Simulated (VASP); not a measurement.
A run of VASP 6.6.1 is set up as follows.

The input INCAR:

```
SYSTEM = In
PREC = Accurate
ENCUT = 520
EDIFF = 1E-7
ISMEAR = -1
SIGMA = 0.05
LREAL = .False.
LASPH = .True.
NELM = 100
ALGO = Normal
ISIF = 2
LWAVE = .False.
LCHARG = .False.
LDIPOL = .True.
IDIPOL = 3
DIPOL = 0.5 0.5 0.500
GGA = PE
NBANDS = 40
```

Contents of KPOINTS:

```
Automatic mesh
0
Gamma
  9 9 1
  0 0 0
```

Contents of POSCAR:

```
In
1.0
    3.3638438630      0.0000000000      0.0000000000
   -1.6819219315      2.9131742397      0.0000000000
    0.0000000000      0.0000000000     25.7997083600
In
5
Direct
    0.0000000000      0.0000000000      0.2907009605
    0.3333333300      0.6666666600      0.3953504802
    0.0000000000      0.0000000000      0.5000000000
    0.6666666700      0.3333333400      0.6046495198
    0.0000000000      0.0000000000      0.7092990395
```

Potentials or basis: VASP PAW PBE potentials, release 64 (In_d).

Launch:

```bash
$ cat potpaw_PBE.64/In_d/POTCAR > POTCAR
$ mpirun -np 1 vasp_std > vasp.out
```

Problem. Predict the largest force.

Solution. 0.118 eV/Å.

Problem. What does it give for the band gap on the k mesh?

Solution. None (metal or under the smearing width).

Forces on the atoms (eV/Å):
```
In   0.000  0.000 -0.118
In   0.000  0.000  0.085
In   0.000  0.000  0.000
In   0.000  0.000 -0.085
In   0.000  0.000  0.118
```
